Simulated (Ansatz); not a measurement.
Crystal: WC.

```xyz
2
Lattice="0.0000 2.1927 2.1927 2.1927 0.0000 2.1927 2.1927 2.1927 0.0000" Properties=species:S:1:pos:R:3 pbc="T T T"
W     0.0000    0.0000    0.0000
C     2.1927    2.1927    2.1927
```

Measurements of this composition are mostly on another form, of space group No. 187.

Program: Ansatz 0.2.0. Alike in all runs: task band structure; potentials or basis Ansatz PAW; no spin polarisation; cell as given; k mesh 10 × 10 × 10; smearing fermi-dirac 0.05 eV.

Order these runs on this cell by their pressure, lowest first.
A. level PBEsol; cutoff (eV) 420
B. level r2SCAN; cutoff (eV) 500
C. level revPBE; cutoff (eV) 420
D. level BLYP; cutoff (eV) 420

A (-10.2 GPa), B (-5.4 GPa), C (1.6 GPa), D (11.6 GPa).

Caveats: the PAW data sets come from PBE, with cores solved anew for the run's functional, which leaves a small shift of forces and pressure.

Runs at the PBE level aren't shown here.
